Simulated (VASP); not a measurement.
Here is a VASP 6.6.1 calculation.

Contents of INCAR:

```
ALGO     = Fast           # electronic algorithm
AMIX     = 0.2          
EDIFF    = 1E-7           # SCF threshold, eV
EDIFFG   = -0.002         # ionic threshold
ENCUT    = 520            # plane-wave cutoff, eV
GGA      = PE             # functional
IBRION   = 2              # ionic algorithm
ISIF     = 3              # what is computed and relaxed
ISMEAR   = 0              # smearing method
LASPH    = T              # aspherical terms in the spheres
LCHARG   = F              # write CHGCAR
LREAL    = F              # projectors in reciprocal space
LWAVE    = F              # write WAVECAR
NELM     = 80             # most SCF steps
NSW      = 80             # ionic steps
PREC     = Accurate       # precision mode
SIGMA    = 0.02           # smearing width, eV
```

The input KPOINTS:

```
k-points
0
Gamma
  8 8 8
```

Contents of POSCAR:

```
SnTe
1.0
    0.0000000000      3.1508500000      3.1508500000
    3.1508500000      0.0000000000      3.1508500000
    3.1508500000      3.1508500000      0.0000000000
Sn Te
1 1
Direct
    0.0000000000      0.0000000000      0.0000000000
    0.5000000000      0.5000000000      0.5000000000
```

Potentials or basis: VASP PAW PBE potentials, release 64 (Sn_d, Te).

The run is started by

```bash
$ cat potpaw_PBE.64/Sn_d/POTCAR potpaw_PBE.64/Te/POTCAR > POTCAR
$ mpirun -np 1 vasp_std > vasp.out
```

Task: What does it give for the relaxed volume?

Result: 32.95 Å³/atom.

Task: What does it give for the space group after relaxing (to 0.05 Å)?

Result: Fm-3m (No. 225).

The path:
| step | energy change (eV) | largest force (eV/Å) | pressure (GPa) | volume (Å³) |
| --- | --- | --- | --- | --- |
| 1 | 0.0000 | 0.0000 | 2.26 | 62.56 |
| 2 | -0.0211 | 0.0000 | -0.45 | 66.65 |
| 3 | -0.0222 | 0.0000 | 0.03 | 65.86 |
| 4 | -0.0222 | 0.0000 | -0.02 | 65.92 |
| 5 | -0.0222 | 0.0000 | 0.04 | 65.90 |
| 6 | -0.0222 | 0.0000 | -0.02 | 65.92 |
| 7 | -0.0222 | 0.0000 | 0.01 | 65.91 |

 Zero-point motion and thermal expansion aren't in these numbers.
